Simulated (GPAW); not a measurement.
Crystal: Au.

```
CELL_PARAMETERS angstrom
0.00000 2.03500 2.03500
2.03500 0.00000 2.03500
2.03500 2.03500 0.00000
ATOMIC_POSITIONS crystal
Au 0.00000 0.00000 0.00000
```

```yaml
Program: GPAW 26.7.0
Task: relaxation of cell and atoms
Functional: revPBE
Potentials_or_basis: the program's PAW data sets (release 1.2.1) made for this functional
Cutoff: 600 eV
Basis: pw
k_mesh: 11 × 11 × 11
Occupations: fermi-dirac, width 0.05 eV
Spin: no spin polarisation
```

At the start: pressure 16.1 GPa; volume 16.85 Å³/atom.

**Question.** Where does the relaxation end?

**Answer.** Over 16 steps the energy falls by 76.7 meV/atom and the volume is 18.53 Å³/atom (+9.9 %); space group Fm-3m (No. 225, to 0.05 Å).

Step by step:
| step | energy change (eV) | largest force (eV/Å) | pressure (GPa) | volume (Å³) |
| --- | --- | --- | --- | --- |
| 1 | 0.0000 | 0.0000 | 16.07 | 16.85 |
| 2 | -0.0608 | 0.0000 | 6.47 | 17.73 |
| 3 | -0.0716 | 0.0000 | -3.15 | 19.06 |
| 4 | -0.0726 | 0.0000 | -2.85 | 19.01 |
| 5 | -0.0742 | 0.0000 | -2.27 | 18.90 |
| 6 | -0.0758 | 0.0000 | -1.43 | 18.77 |
| 7 | -0.0767 | 0.0000 | -0.40 | 18.61 |
| 8 | -0.0765 | 0.0000 | 0.74 | 18.44 |
| 9 | -0.0765 | 0.0000 | 0.71 | 18.44 |
| 10 | -0.0765 | 0.0000 | 0.67 | 18.45 |
| 11 | -0.0765 | 0.0000 | 0.61 | 18.46 |
| 12 | -0.0766 | 0.0000 | 0.54 | 18.47 |
| 13 | -0.0766 | 0.0000 | 0.45 | 18.48 |
| 14 | -0.0767 | 0.0000 | 0.34 | 18.50 |
| 15 | -0.0767 | 0.0000 | 0.23 | 18.51 |
| 16 | -0.0767 | 0.0000 | 0.10 | 18.53 |

Final structure:
```
Au
1.0
     0.00000    2.10032    2.10032
     2.10032    0.00000    2.10032
     2.10032    2.10032    0.00000
Au
1
Direct
  0.00000 0.00000 0.00000
```

Caveat: with this Au data set, volumes or pressures lay over 1.5 % or 2 GPa off other programs in two to four cells of ten; later steps reuse the first step's grids.
